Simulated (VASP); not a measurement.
The system is BN.

```
N B
1.0
     1.25112    0.72234    3.37293
    -1.25112    0.72234    3.37293
     0.00000   -1.44467    3.37293
N B
1 1
Direct
  0.66724 0.66724 0.66724
  0.00033 0.00033 0.00033
```

The cell is a database's computed one.

Base run:

```yaml
Program: VASP 6.6.1
Functional: TPSS
Potentials_or_basis: VASP PAW PBE potentials, release 64 (N, B)
Cutoff: 520 eV
k_mesh: 12 × 12 × 12
Occupations: fermi-dirac, width 0.05 eV
Spin: no spin polarisation
```

Its results: band gap on the k mesh 4.41 eV, indirect (least direct gap 4.85 eV); pressure 3.4 GPa; largest force 0.008 eV/Å.

The run is repeated on the same cell with these changes: functional from TPSS to rSCAN; further incar settings from ALGO = Normal; EDIFF = 1e-06; NBANDS = 11 to ALGO = Normal; EDIFF = 1e-07. What comes out?

Band gap on the k mesh 4.79 eV, indirect (least direct gap 5.32 eV); pressure -1.5 GPa; largest force 0.008 eV/Å.

Caveats: the PAW data sets were made with another functional, which shifts forces and pressure a little.

A k mesh can miss the band edges.
